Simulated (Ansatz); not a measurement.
## Deforming Hg

```yaml
crystal:
  lattice:
    - [3.09361, 0.00000, 0.00000]
    - [0.00000, 3.09361, 0.00000]
    - [0.00000, 0.00000, 3.09361]
  atoms:
    - { symbol: Hg, position: [0.00000, 0.00000, 0.00000] }
```

The structure comes from a relaxation in the same program, started in the sc type, and has space group Pm-3m. Whether it is a known phase or the ground state wasn't checked.

Spin–orbit coupling is left out, though it moves levels of the heavy atoms by tenths of an eV or more.

Theory: DFT, PBE, all-electron PAW with datasets made for the crystal, scalar-relativistic in Ansatz 0.2.0.

Settings: a Γ-centred 12×12×12 k mesh, Fermi–Dirac smearing of 0.05 eV, cutoff 260 eV (chosen by the program for this cell), no spin polarisation.

The unchanged cell is at -0.05 GPa.

In a metal, stresses and small energies carry noise from the k mesh.

x, y and z are the Cartesian axes of the cell as listed; fractional coordinates follow a strain, and an engineering shear is twice the off-diagonal strain component.

(1) With this change (equal xy, yz and zx engineering shear strains of +1 %), what becomes of the energy and stress?

(2) With this change (z strained by +4 % at fixed volume), what becomes of the energy and stress?

Answers

(1) Energy change under 1 meV/atom; stress change (xx, yy, zz, yz, xz, xy) 0.02, 0.02, 0.02, 0.03, 0.03, 0.03 GPa, compression positive.

(2) Energy change +3 meV/atom; stress change (xx, yy, zz, yz, xz, xy) 0.68, 0.68, -0.44, 0.00, 0.00, 0.00 GPa, compression positive.
